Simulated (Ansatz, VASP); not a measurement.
In: VASP beside Ansatz

File INCAR:

```
SYSTEM = In
PREC = Accurate
ENCUT = 520
EDIFF = 1E-6
ISMEAR = -1
SIGMA = 0.1
LREAL = .False.
LASPH = .True.
NELM = 60
ALGO = Normal
ISIF = 2
LWAVE = .False.
LCHARG = .False.
GGA = RP
NBANDS = 20
```

File KPOINTS:

```
Automatic mesh
0
Gamma
  12 12 7
  0 0 0
```

Contents of POSCAR:

```
In
1.0
    3.5028225335      0.0000000000      0.0000000000
   -1.7514112667      3.0335332990      0.0000000000
    0.0000000000      0.0000000000      5.6849778123
In
2
Direct
    0.3333333333      0.6666666667      0.2500000000
    0.6666666667      0.3333333333      0.7500000000
```

Input for Ansatz:

```yaml
crystal:
  lattice:
    - [3.5028225335, 0.0, 0.0]
    - [-1.7514112667, 3.033533299, 0.0]
    - [0.0, 0.0, 5.6849778123]
  atoms:
    - { symbol: In, position: [0.3333333333, 0.6666666667, 0.25] }
    - { symbol: In, position: [0.6666666667, 0.3333333333, 0.75] }
hamiltonian:
  xc: rpbe
  pseudopotentials:
    kind: paw
    azcp:
      In: "pseudopotentials/In.paw.azcp"
basis:
  ecutwfc: 420
  fft_grid_basis: typed
kpoints:
  mp_grid: { grid: [12, 12, 7], shift: [0, 0, 0] }
magnetization:
  spin_polarized: false
scf:
  occupations: { method: fermi_dirac, width: 0.1 }
  lower_state_search: "off"
output:
  stress: true
```

Alike in both runs: task single point; functional RPBE; k mesh 12 × 12 × 7; occupations fermi-dirac, width 0.1 eV; no spin polarisation.

```csv
,VASP,Ansatz
version,VASP 6.6.1,Ansatz 0.2.0
potentials or method,"VASP PAW PBE potentials, release 64 (In_d)","plane waves (420 eV) with PAW, scalar-relativistic"
plane-wave cutoff (eV),520,420
valence electrons in the cell,26,26
```

|  | VASP | Ansatz | Ansatz less VASP |
| --- | --- | --- | --- |
| pressure (GPa) | -1.1 | -1.0 | +0.04 |
| largest component of the traceless stress (GPa) | 0.39 | 0.39 | -0.001 |

The functional is the same, so the differences come from potentials, cutoffs and numerics.

Caveats: the PAW data sets were made with another functional, which shifts forces and pressure a little (VASP).
